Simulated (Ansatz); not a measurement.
# PbS(001) slab, 2 layers: from the cell to its phonons

Wanted: phonon frequencies of PbS(001) slab, 2 layers and what follows from them.

Method: DFT PBEsol, scalar-relativistic, plane waves, PAW, in Ansatz 0.2.0.

Most raw output is cut from this account.

## (1) The starting structure

The cell holds 4 atoms: 2 Pb and 2 S. Cell: a = 4.200 Å, b = 4.200 Å, c = 15.970 Å, α = 90.0°, β = 90.0°, γ = 90.0°. Vacuum lies along c.

## (2) Coarse relaxation

The start is far from rest, so a relaxation with loose tolerances brings it close first.

The program solves this slab on a cell height of its own, 29.7 Å, in place of the one typed.

input.yaml

```yaml
crystal:
  lattice:
    - [2.97, 2.97, 0.0]
    - [-2.97, 2.97, 0.0]
    - [0.0, 0.0, 15.97]
  atoms:
    - { symbol: Pb, position: [0.0, 0.0, 0.407013] }
    - { symbol: Pb, position: [0.5, 0.5, 0.592987] }
    - { symbol: S, position: [0.5, 0.5, 0.407013] }
    - { symbol: S, position: [0.0, 0.0, 0.592987] }
  periodic: [true, true, false]
kpoints:
  mp_grid: { grid: [6, 6, 1] }
hamiltonian:
  xc: pbesol
scf:
  occupations: { method: gaussian, width: 0.1 }
output:
  forces: true
  stress: true
  eigenvalues: true
relax:
  adjacent_minimum: "off"
  f_tol: 0.05
  max_steps: 80
  cell: { stress_2d_tol: 0.02 }
```

The run is started by

```sh
$ ansatz run input.yaml --threads 8 --pin off --max-ram 14336MiB --backend cpu --events-out ev --progress --plain --runs-dir out
```

It took 19 s on 8 threads of Arm Neoverse N1, shared host; peak memory 1.1 GiB; 2.2 min of CPU time.

The steps of the relaxation:

| step | energy less that of the first step (eV) | largest force component (eV/Å) | volume (Å³) |
| --- | --- | --- | --- |
| 1 | 0.0000 | 0.7449 | 524.67 |
| 2 | -0.2361 | 0.6599 | 513.21 |
| 3 | -0.2807 | 0.3174 | 515.88 |
| 4 | -0.2978 | 0.0448 | 515.73 |
| 5 | -0.2980 | 0.0150 | 517.83 |
| 6 | -0.2982 | 0.0009 | 516.51 |
| 7* | -0.2981 | 0.0009 | 516.51 |

Relaxation steps marked * repeat the geometry before them on a plane-wave basis chosen anew for their cell, so energy and pressure can jump there.

Forces are held to the 16 operations that the run works with; a distortion that breaks them can't arise in this run.

| cell as run | before | after | change |
| --- | --- | --- | --- |
| a (Å) | 4.200 | 4.167 | -0.8 % |
| b (Å) | 4.200 | 4.167 | -0.8 % |

The atoms that moved most (Å, along periodic axes as changes of fractional coordinates times the final cell, across vacuum about the mean position):

| atom | dx | dy | dz | length |
| --- | --- | --- | --- | --- |
| S4 | 0.000 | 0.000 | -0.224 | 0.224 |
| S3 | 0.000 | 0.000 | 0.224 | 0.224 |
| Pb2 | 0.000 | 0.000 | -0.084 | 0.084 |
| Pb1 | 0.000 | 0.000 | 0.084 | 0.084 |

This step gave:

```
gap on the k-mesh  : 2.015 eV
direct gap on mesh : 2.042 eV
area per atom      : 4.342 Å²
```

The relaxation ends with a largest force component of 9.2e-4 eV/Å.

## (3) Bringing the structure to rest

The cell and atoms are relaxed, since residual forces and stress would shift the frequencies.

input.yaml

```yaml
crystal:
  lattice:
    - [2.9468116307, 2.9468116307, 0.0]
    - [-2.9468116307, 2.9468116307, 0.0]
    - [0.0, 0.0, 29.74000956]
  atoms:
    - { symbol: Pb, position: [0.0, 0.0, 0.22137343] }
    - { symbol: Pb, position: [0.5, 0.5, 0.3156136199] }
    - { symbol: S, position: [0.5, 0.5, 0.2260779864] }
    - { symbol: S, position: [0.0, 0.0, 0.3109090636] }
  periodic: [true, true, false]
kpoints:
  mp_grid: { grid: [6, 6, 1] }
hamiltonian:
  xc: pbesol
scf:
  occupations: { method: gaussian, width: 0.02 }
output:
  forces: true
  stress: true
  eigenvalues: true
relax:
  adjacent_minimum: "off"
  f_tol: 0.005
  max_steps: 80
  cell: { stress_2d_tol: 0.02 }
```

Run time: 6.3 s. Hardware: 8 threads; peak memory 1.1 GiB; 42 s of CPU time.

Little changed from the start: no atom moved by 0.005 Å and no cell edge by 0.1 %.

## (4) Relaxing to small forces for the phonons

Phonons need a cell at rest on their own settings, so the relaxation is repeated with tight tolerances on forces and stress on the k mesh and occupations of the first response run.

input.yaml, the sections that differ from step 3:

```yaml
kpoints:
  mp_grid: { grid: [8, 8, 1] }
scf:
  occupations: { method: fixed }
output:
  forces: true
  stress: true
  eigenvalues: true
  write_density: true
  write_potential: true
  elf: true
  volumetric_format: npy
relax:
  adjacent_minimum: "off"
  f_tol: 0.001
  max_steps: 60
  cell: { stress_2d_tol: 0.002 }
# crystal, hamiltonian: as in step 3
```

Wall time 16 s (8 threads); peak memory 1.2 GiB.

Little changed from the start: no atom moved by 0.005 Å and no cell edge by 0.1 %.

Numbers from this step:

```
gap on the k-mesh  : 1.733 eV
direct gap on mesh : 1.733 eV
area per atom      : 4.343 Å²
```

Valence density in the ac plane at fractional y = 0.000, with atoms of Pb and S within 0.2 Å of it. It is the smooth field of the valence electrons, not physical close to the nuclei.

Values in units of 1e0 e/Å³, 24 rows by 14 columns, each cell a mean:
```
0.0 0.0 0.0 0.0 0.0 0.0 0.0 0.0 0.0 0.0 0.0 0.0 0.0 0.0
0.0 0.0 0.0 0.0 0.0 0.0 0.0 0.0 0.0 0.0 0.0 0.0 0.0 0.0
0.0 0.0 0.0 0.0 0.0 0.0 0.0 0.0 0.0 0.0 0.0 0.0 0.0 0.0
0.0 0.0 0.0 0.0 0.0 0.0 0.0 0.0 0.0 0.0 0.0 0.0 0.0 0.0
0.0 0.0 0.0 0.0 0.0 0.0 0.0 0.0 0.0 0.0 0.0 0.0 0.0 0.0
0.0 0.0 0.0 0.0 0.0 0.0 0.0 0.0 0.0 0.0 0.0 0.0 0.0 0.0
0.0 0.0 0.0 0.0 0.0 0.0 0.0 0.0 0.0 0.0 0.0 0.0 0.0 0.0
0.0 0.0 0.0 0.0 0.0 0.0 0.0 0.0 0.0 0.0 0.0 0.0 0.0 0.0
0.0 0.0 0.0 0.0 0.0 0.0 0.0 0.0 0.0 0.0 0.0 0.0 0.0 0.0
0.0 0.0 0.0 0.0 0.0 0.0 0.0 0.0 0.0 0.0 0.0 0.0 0.0 0.0
0.0 0.0 0.0 0.0 0.0 0.0 0.0 0.0 0.0 0.0 0.0 0.0 0.0 0.0
0.0 0.0 0.0 0.0 0.0 0.0 0.0 0.0 0.0 0.0 0.0 0.0 0.0 0.0
0.0 0.0 0.0 0.0 0.0 0.0 0.0 0.0 0.0 0.0 0.0 0.0 0.0 0.0
0.0 0.0 0.0 0.0 0.0 0.0 0.0 0.0 0.0 0.0 0.0 0.0 0.0 0.0
0.0 0.0 0.0 0.0 0.0 0.0 0.0 0.0 0.0 0.0 0.0 0.0 0.0 0.0
0.4 0.3 0.2 0.1 0.1 0.0 0.0 0.0 0.0 0.0 0.1 0.2 0.3 0.4
0.7 1.0 0.9 0.5 0.2 0.1 0.1 0.0 0.1 0.1 0.3 0.6 1.0 0.9
0.7 0.6 0.3 0.2 0.1 0.1 0.0 0.0 0.0 0.1 0.1 0.2 0.4 0.6
6.7 4.8 2.0 0.7 0.2 0.1 0.1 0.0 0.1 0.1 0.3 0.9 3.0 5.5
1.0 0.8 0.4 0.2 0.1 0.0 0.0 0.0 0.0 0.0 0.1 0.2 0.5 0.9
0.0 0.0 0.0 0.0 0.0 0.0 0.0 0.0 0.0 0.0 0.0 0.0 0.0 0.0
0.0 0.0 0.0 0.0 0.0 0.0 0.0 0.0 0.0 0.0 0.0 0.0 0.0 0.0
0.0 0.0 0.0 0.0 0.0 0.0 0.0 0.0 0.0 0.0 0.0 0.0 0.0 0.0
0.0 0.0 0.0 0.0 0.0 0.0 0.0 0.0 0.0 0.0 0.0 0.0 0.0 0.0
```
Columns run along a (4.2 Å), rows up along c (29.7 Å). Atoms in or near the plane, at fractional coordinates: Pb at (0.00, 0.22), S at (0.00, 0.31).

ELF in the ac plane at fractional y = 0.000, with atoms of Pb and S within 0.2 Å of it. It is the smooth field of the valence electrons, not physical close to the nuclei.

Ten even steps from '_' (0.00) to '@' (0.83), each cell a mean:
```
____________________________
____________________________
____________________________
____________________________
____________________________
____________________________
____________________________
____________________________
____________________________
____________________________
____________________________
____________________________
____________________________
____________________________
....____________________....
%%%%##**--..______..==**%%%%
--**@@@@##--____..==%%@@@@++
****++==::..______..--==++**
__..====--..______..--==--..
******++::..______..--++****
==--::..______________..----
____________________________
____________________________
____________________________
```
Columns run along a (4.2 Å), rows up along c (29.7 Å). Atoms in or near the plane, at fractional coordinates: Pb at (0.00, 0.22), S at (0.00, 0.31).

Electrostatic potential energy in the ac plane at fractional y = 0.000, with atoms of Pb and S within 0.2 Å of it. With pseudopotentials it is smooth inside the atoms' cores, unlike the true potential.

Ten even steps from '0' (-33 eV) to '9' (0 eV), each cell a mean:
```
99999999999999
99999999999999
99999999999999
99999999999999
99999999999999
99999999999999
99999999999999
99999999999999
99999999999999
99999999999999
99999999999999
99999999999999
99999999999999
99999999999999
99999999999999
77999999999987
00279999998600
55789999999865
00037999986100
45689999998755
99999999999999
99999999999999
99999999999999
99999999999999
```
Columns run along a (4.2 Å; values clipped at the 3rd and 97th percentile), rows up along c (29.7 Å). Atoms in or near the plane, at fractional coordinates: Pb at (0.00, 0.22), S at (0.00, 0.31).

The largest force component left is 0.84 meV/Å, within the tolerances set.

## (5) Linear response at the zone centre

The zone centre comes first: it holds the modes that light can see, as far as symmetry allows. The response to a homogeneous field gives the Born charges and the dielectric tensor.

input.yaml

```yaml
crystal:
  lattice:
    - [2.9472499588, 2.9472499588, 0.0]
    - [-2.9472499588, 2.9472499588, 0.0]
    - [0.0, 0.0, 29.74000956]
  atoms:
    - { symbol: Pb, position: [0.0, 0.0, 0.2213236739] }
    - { symbol: Pb, position: [0.5, 0.5, 0.315663376] }
    - { symbol: S, position: [0.5, 0.5, 0.2261371633] }
    - { symbol: S, position: [0.0, 0.0, 0.3108498867] }
  periodic: [true, true, false]
kpoints:
  mp_grid: { grid: [8, 8, 1] }
hamiltonian:
  xc: pbesol
scf:
  occupations: { method: fixed }
output:
  eigenvalues: true
phonons:
  method: dfpt
  dielectric: true
```

Elapsed: 2.4 min, on 8 threads; peak memory 2 GiB.

This step gave:

```yaml
sum_rule_residual_before_enforcement: 9.48e-5 eV/Å²
miss_of_the_charge_sum_rule: 0.02207 e
estimated_error_of_the_dielectric_tensor: 0.01502
estimated_error_of_the_born_charges: 0.03324 e
point_group: 4/mmm
highest_optical_mode_at_the_zone_centre_no_lo_to_term: 267.6 cm⁻¹
lowest_optical_zone_centre_mode: 37.03 cm⁻¹
largest_born_charge_third_of_the_trace: 3.160 e
```

Without the LO-TO term. Patterns of degenerate modes are one choice out of their space. The modes at Γ (shares of kinetic energy by element, %):

| mode | frequency (cm⁻¹) | symmetry | Pb % | S % |
| --- | --- | --- | --- | --- |
| 1 | 0.0 | acoustic | 87 | 13 |
| 2 | 0.0 | acoustic | 87 | 13 |
| 3 | 0.0 | acoustic | 87 | 13 |
| 4 | 37.0 | Eg | 99 | 1 |
| 5 | 37.0 | Eg | 99 | 1 |
| 6 | 60.9 | A1g | 88 | 12 |
| 7 | 64.5 | Eu | 13 | 87 |
| 8 | 64.5 | Eu | 13 | 87 |
| 9 | 152.8 | Eg | 1 | 99 |
| 10 | 152.8 | Eg | 1 | 99 |
| 11 | 212.1 | A1g | 12 | 88 |
| 12 | 267.6 | A2u | 13 | 87 |

Displacements in mode 4 (37.0 cm⁻¹), the largest set to 1:
```
Pb1  0.02  1.00  0.00
Pb2 -0.02 -1.00  0.00
S3   0.01  0.24  0.00
S4  -0.01 -0.24  0.00
```

Displacements in mode 12 (267.6 cm⁻¹), the largest set to 1:
```
Pb1  0.00  0.00 -0.15
Pb2  0.00  0.00 -0.15
S3   0.00  0.00  1.00
S4   0.00  0.00  1.00
```

High-frequency dielectric tensor, averaged over the cell of height 29.7 Å or as lengthened by the program, vacuum included. Tensor:

|  | x | y | z |
| --- | --- | --- | --- |
| x | 3.938 | 0 | 0 |
| y | 0 | 3.938 | 0 |
| z | 0 | 0 | 1.179 |

Born charge (rows field, columns displacement) (e), principal values of the symmetric part by kind of site:

| atom | atoms with these values | low | middle | high | mean |
| --- | --- | --- | --- | --- | --- |
| Pb1 | 2 | 0.30 | 4.59 | 4.59 | 3.16 |
| S3 | 2 | -4.59 | -4.59 | -0.30 | -3.16 |

In full for Pb1:

```
4.59 0.00 0.00
0.00 4.59 0.00
0.00 0.00 0.30
```

Transverse modes. Infrared lines, with heights relative to the strongest:

| position (cm⁻¹) | label | relative intensity |
| --- | --- | --- |
| 37 | Eg | 0.0 |
| 61 | A1g | 0.0 |
| 64 | Eu | 100 |
| 153 | Eg | 0.0 |
| 212 | A1g | 0.0 |
| 268 | A2u | 0.2 |

Before it was imposed, the acoustic sum rule was missed by 9.5e-5 eV/Å² and the charge sum rule by 0.022 e. Small misses are needed for a sound result but don't prove that mesh and cutoff are converged. The lowest optical mode is real, 37.0 cm⁻¹.

## (6) The dispersion

Stability and thermal properties need the whole zone. Linear response on a 4×4×1 q mesh gives force constants as far as a supercell of that size would, and the tensors from the zone-centre run are typed in so that the long-range dipole term is interpolated apart.

input.yaml, the sections that differ from step 5:

```yaml
phonons:
  method: dfpt
  qmesh: [4, 4, 1]
  temperatures: { t_max: 1000, t_step: 50 }
  qpath:
    path: [[0.0, 0.0, 0.0], [0.0, 0.5, 0.0], [0.5, 0.5, 0.0], [0.0, 0.0, 0.0]]
    npoints: 10
  isolated: true
  non_analytic_term:
    high_frequency_dielectric_tensor: [[3.9377, 0.0, 0.0], [0.0, 3.9377, 0.0], [0.0, 0.0, 1.1786]]
    born_effective_charges:
      - { species: Pb, tensor: [[4.5909, 0.0, 0.0], [0.0, 4.5909, 0.0], [0.0, 0.0, 0.2974]] }
      - { species: Pb, tensor: [[4.5909, 0.0, 0.0], [0.0, 4.5909, 0.0], [0.0, 0.0, 0.2974]] }
      - { species: S, tensor: [[-4.5909, 0.0, 0.0], [0.0, -4.5909, 0.0], [0.0, 0.0, -0.2974]] }
      - { species: S, tensor: [[-4.5909, 0.0, 0.0], [0.0, -4.5909, 0.0], [0.0, 0.0, -0.2974]] }
    source: "zone-centre run at this cell"
# crystal, kpoints, hamiltonian, scf, output: as in step 5
```

It took 13 min on 8 threads; peak memory 2.9 GiB; 1.6 h of CPU time.

This step gave:

| Property | Result |
| --- | --- |
| sum-rule residual before enforcement | 1.19e-4 eV/Å² |
| lowest frequency on the path | 0 cm⁻¹ |
| highest frequency on the path or at a solved wavevector | 267.6 cm⁻¹ |
| mean frequency | 122.2 cm⁻¹ |
| lowest mode on the q mesh (acoustic modes at Γ apart) | 22.07 cm⁻¹ |
| zero-point energy per atom | 22.81 meV |
| heat capacity at 300 K | 23.95 J/(mol atoms K) |
| vibrational entropy at 300 K | 45.15 J/(mol atoms K) |

Frequencies (cm⁻¹) solved at each irreducible wavevector; negative means imaginary. Frequencies by wavevector, by row:

| q in reciprocal lattice units | star | mode 1 | mode 2 | mode 3 | mode 4 | mode 10 | mode 11 | mode 12 |
| --- | --- | --- | --- | --- | --- | --- | --- | --- |
| 0 0 0 | 1 | 0 | 0 | 0 | 37 | 152.8 | 212.1 | 267.6 |
| 0 0.25 0 | 4 | 22.1 | 34.7 | 45 | 48.9 | 211 | 232 | 258.2 |
| 0 -0.5 0 | 2 | 42.3 | 42.3 | 49.5 | 49.5 | 202.1 | 246.6 | 246.6 |
| 0.25 0.25 0 | 4 | 28.8 | 34.2 | 49.5 | 50.1 | 201.6 | 232.9 | 246.7 |
| 0.25 -0.5 0 | 4 | 39.4 | 39.4 | 48.5 | 48.5 | 182.4 | 236 | 236 |
| -0.5 -0.5 0 | 1 | 40 | 40 | 43.2 | 43.2 | 163.3 | 225.9 | 225.9 |

Interpolated from a 4×4×1 q mesh, with the LO-TO term (at Γ the limit along the path; where Γ stands inside the path, tables give the limit on arrival). The phonon branches at the labelled points (cm⁻¹):

| point | branch 1 | branch 2 | branch 3 | branch 4 | branch 9 | branch 10 | branch 11 | branch 12 |
| --- | --- | --- | --- | --- | --- | --- | --- | --- |
| Γ | 0 | 0 | 0 | 37 | 153 | 153 | 212 | 268 |
| halfway | 22 | 35 | 45 | 49 | 175 | 211 | 232 | 258 |
| X | 42 | 42 | 50 | 50 | 202 | 202 | 247 | 247 |
| halfway | 39 | 39 | 48 | 48 | 182 | 182 | 236 | 236 |
| M | 40 | 40 | 43 | 43 | 163 | 163 | 226 | 226 |
| halfway | 29 | 34 | 50 | 50 | 196 | 202 | 233 | 247 |
| Γ | 0 | 0 | 0 | 37 | 153 | 153 | 212 | 268 |

Tetrahedra on a 16×16×1 mesh, mean over bins of 5 cm-1. Interpolated from a 4×4×1 q mesh. Phonon density of states against wavenumber; read off at these points:

wavenumber (cm⁻¹), phonon density of states (1/cm⁻¹/cell) and a bar:
```
        2      0.005 
        8      0.009 
       18      0.021 ##
       22      0.030 ###
       32      0.070 ########
       38      0.131 ################
       48      0.244 ##############################
       52      0.080 #########
       58      0.028 ###
       68      0.048 #####
       72      0.066 ########
       78      0.071 ########
       82      0.060 #######
       88      0.048 #####
       98      0.010 #
      102      0.015 #
      108      0.017 #
      118      0.011 #
      122      0.010 #
      132      0.009 #
      138      0.009 #
      148      0.010 #
      152      0.035 ####
      162      0.056 ######
      168      0.079 #########
      172      0.055 ######
      182      0.046 #####
      188      0.048 #####
      198      0.052 ######
      202      0.046 #####
      212      0.053 ######
      218      0.005 
      222      0.006 
      232      0.087 ##########
      238      0.090 ###########
      248      0.039 ####
      252      0.034 ####
      262      0.022 ##
      268      0.006
```

The partial phonon density of states has structure finer than the step of the table below, so its rows give means over 10 cm⁻¹, whole bins alone (the curve runs from -10 to 286 cm⁻¹). Peaks (cm⁻¹: height): Pb 47.6: 0.234, 79.2: 0.0839; S 107.1: 0.0269, 138.7: 0.0225, 164.8: 0.111, 200.1: 0.0669, 207.5: 0.0451, 233.5: 0.0600, 246.5: 0.0624.

Phonopy on the run's constants, 13x13x1 mesh, Gaussian sigma 2.1 cm-1. Interpolated from a 4×4×1 q mesh. The partial phonon density of states by wavenumber; means over each step; values in 1/cm⁻¹/cell:

| wavenumber (cm⁻¹) | Pb | S |
| --- | --- | --- |
| 0 | 0.00419 | 6.3e-4 |
| 10 | 0.00882 | 0.00117 |
| 20 | 0.0219 | 0.00256 |
| 30 | 0.0556 | 0.00550 |
| 40 | 0.132 | 0.00933 |
| 50 | 0.158 | 0.00586 |
| 60 | 0.0368 | 0.00267 |
| 70 | 0.0526 | 0.00321 |
| 80 | 0.0610 | 0.00598 |
| 90 | 0.0324 | 0.00915 |
| 100 | 0.00253 | 0.00898 |
| 110 | 0.00123 | 0.0179 |
| 120 | 4.7e-4 | 0.00747 |
| 130 | 3.7e-4 | 0.00629 |
| 140 | 7.8e-4 | 0.0178 |
| 150 | 1.0e-4 | 0.00652 |
| 160 | 0.00109 | 0.0706 |
| 170 | 0.00172 | 0.0632 |
| 180 | 0.00139 | 0.0415 |
| 190 | 0.00139 | 0.0467 |
| 200 | 0.00227 | 0.0493 |
| 210 | 0.00467 | 0.0389 |
| 220 | 0.00173 | 0.0139 |
| 230 | 0.00505 | 0.0477 |
| 240 | 0.00437 | 0.0499 |
| 250 | 0.00397 | 0.0447 |
| 260 | 0.00254 | 0.0195 |
| 270 | 4.7e-4 | 0.00314 |
| 280 | 0 | 6.5e-7 |

Harmonic thermodynamic functions per atom, from the density of states. Interpolated from a 4×4×1 q mesh. Thermodynamic functions, by row:

| T (K) | F_vib (meV/atom) | S (J/mol-atom/K) | C_V (J/mol-atom/K) |
| --- | --- | --- | --- |
| 0 | 22.81 | 0 | 0 |
| 100 | 12.35 | 21.04 | 18.64 |
| 200 | -17.64 | 35.63 | 22.87 |
| 300 | -59.79 | 45.15 | 23.95 |
| 400 | -110.3 | 52.1 | 24.36 |
| 500 | -167.3 | 57.56 | 24.56 |
| 600 | -229.3 | 62.05 | 24.67 |
| 700 | -295.7 | 65.86 | 24.73 |
| 800 | -365.7 | 69.17 | 24.78 |
| 900 | -438.9 | 72.08 | 24.81 |
| 1000 | -515 | 74.7 | 24.83 |

Symmetry leaves 6 wavevectors to solve. The lowest mode among them, the acoustic zeros apart, lies at q = (0, 0.25, 0) and is real, 22.1 cm⁻¹.

## (7) Results

```
space group after relaxation (within 0.01 Å)            : P4/nmm
area per atom                                           : 4.34 Å²
gap on the k-mesh                                       : 1.73 eV
highest optical mode at the zone centre (no LO-TO term) : 268 cm⁻¹
lowest optical zone-centre mode                         : 37.0 cm⁻¹
largest Born charge (third of the trace)                : 3.16 e
lowest mode on the q mesh (acoustic modes at Γ apart)   : 22.1 cm⁻¹
highest frequency on the path or at a solved wavevector : 268 cm⁻¹
zero-point energy per atom                              : 22.8 meV
heat capacity at 300 K                                  : 24.0 J/(mol atoms K)
vibrational entropy at 300 K                            : 45.1 J/(mol atoms K)
imaginary modes on the 4×4×1 q mesh                     : none
```

In words: The structure is a minimum as far as tested: no mode is imaginary at the 6 irreducible wavevectors of the 4×4×1 mesh, and the softest away from the acoustic zeros lies at 22 cm⁻¹. Without the field, the optical modes at Γ span 37 to 268 cm⁻¹. The highest mode in this list at Γ, 267.6 cm⁻¹, is mostly motion of S (87 % of the kinetic energy). The strongest infrared line is at 64 cm⁻¹. In a sheet or slab the interpolated bending branch near Γ is rough, since the rotational sum rule isn't imposed. Dielectric tensors refer to the cell with its vacuum. Spin-orbit coupling is left out, which can matter for the heavy elements here. The starting cell was built on a prototype and not taken from a measurement. These are harmonic frequencies at zero temperature: anharmonic shifts, linewidths and thermal expansion are left out.

[Logs are printed without paths, hosts, clocks, repeated set-up lines and the standing remarks that a program may print on its own settings, such as how far it seeks lower states.]

[Hosts, paths, dates, database ids (printed as entryN), source tags and the programs' standing remarks are cut or masked in the printed files.]
